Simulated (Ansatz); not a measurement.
# GaP: equation of state with LDA

**Measured values to compare with.**

“Phosphorous dimerization in GaP at high pressure”, 2017, arxiv:1709.06667 reports, for a bulk crystal of GaP: bulk modulus 87.5 ± 0.6 GPa.

GaP:

```
CELL_PARAMETERS angstrom
0.00000 2.72525 2.72525
2.72525 0.00000 2.72525
2.72525 2.72525 0.00000
ATOMIC_POSITIONS crystal
Ga 0.00000 0.00000 0.00000
P 0.75000 0.75000 0.75000
```

| Item | Value |
| --- | --- |
| Program | Ansatz 0.2.0 |
| Task | equation of state |
| Functional | LDA |
| Potentials or basis | all-electron LAPW, scalar-relativistic |
| Basis error allowed | 0.001 eV/atom |
| k mesh | 8 × 8 × 8 |
| Occupations | fermi-dirac, width 0.05 eV |
| Spin | no spin polarisation |

```
Equilibrium volume                      : 19.59 Å³/atom
Bulk modulus                            : 90 GPa
Pressure derivative of the bulk modulus : 4.6
```

Energy against volume, from the lowest point:
| volume (Å³/atom) | energy (meV/atom) |
| --- | --- |
| 19.026 | 4.46 |
| 19.431 | 0.00 |
| 19.836 | 0.48 |
| 20.240 | 5.35 |
| 20.645 | 14.14 |
| 21.050 | 26.44 |
| 21.455 | 41.85 |

All runs of the series together: 2.6 min on 1 thread of Intel(R) Xeon(R) Processor @ 2.50GHz (Skylake/Cascade Lake), on a shared host.

Measured bulk modulus of GaP: 87.5 GPa (“Phosphorous dimerization in GaP at high pressure”, 2017, arxiv:1709.06667). This calculation gives 90 GPa (+3.1 %). The fit is for a static lattice scaled at fixed shape and fixed fractional positions.

LDA usually gives volumes a few per cent too small.
